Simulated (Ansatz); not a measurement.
TiC films: biaxial stress and wafer bow

Plane-wave DFT in Ansatz, r2SCAN, scalar-relativistic PAW potentials, cutoff 500 eV, no spin-orbit coupling; no spin polarisation. TiC in space group Fm-3m, strained equally along a and b of the conventional cell, with c and the atoms relaxed within the symmetry (a film with c along the normal). Stress is the in-plane mean, tension positive.

| strain (%) | stress (GPa) | E − E(0) (meV/atom) |
| --- | --- | --- |
| -6.0 | -50.78 | 167.9 |
| -4.0 | -29.98 | 69.2 |
| -2.0 | ? | 16.1 |
| +0.0 | -0.02 | 0.0 |
| +2.0 | 10.60 | 13.9 |
| +4.0 | 19.00 | 52.4 |

Question: Fit the stress, get the biaxial modulus and predict the missing row.

Answer: A parabola through the given rows is σ = 0.14 + 6.163 ε -0.3778 ε² GPa (ε in %), so M = dσ/dε = 616 GPa at zero. It predicts -13.70 GPa at -2.0 %; the run gave -13.28 GPa. The miss is 0.42 GPa, so the fit holds. The negative square term means that the film is stiffer in compression than in tension. The energies check it: E/V = Mε² at small strain, and a cubic fit with V = 10.13 Å³/atom gives M = 604 GPa, in agreement.

Question: How much does a 20 nm film at +0.5 % strain bow a 300 mm Si(001) wafer 775 μm thick?

Answer: The fit, without its small constant, gives σ = 2.99 GPa. Stoney's formula, κ = 6σt_f/(M_s t_s²) with M_s = 180.5 GPa for Si(001) (literature), gives |κ| = 3.31×10⁻³ m⁻¹ and a bow κr²/2 = 37.2 μm at r = 150 mm, with the film side concave (tension pulls the edges up). This assumes a single-crystal or fully textured, unrelaxed film at 0 K.

The cell has no gap in any row, so the stresses hang on mesh and smearing.

Cost: about 27 core-minutes for the runs cited, on Intel Xeon Processor @ 2.50GHz (Skylake/Cascade Lake) (shared hosts).

The film resists biaxial strain strongly, and unequally in the two directions: at 4 % the stress is -29.98 GPa in compression but only 19.00 GPa in tension, and the energies show the same asymmetry. In rocksalt TiC the Ti–C bonds lie along the cube axes, so in-plane strain changes their lengths directly. Strong Ti 3d–C 2p covalency, with bonding states largely filled and antibonding ones largely empty, accounts for the high modulus despite the metallic character. Compression meets steeply rising short-range repulsion, whereas stretching weakens the orbital overlap, hence the negative square term.

The agreement between the stress and energy fits shows internal consistency rather than accuracy against experiment. Stress is still rising at the largest tensile strain, so the data do not locate an ideal strength. At the small strain used for the wafer, the response is almost linear and the bow depends mainly on the modulus and the assumed strain. That strain is an input; in a real film it would be set by growth defects, carbon deficiency and thermal mismatch, none of which is calculated here.
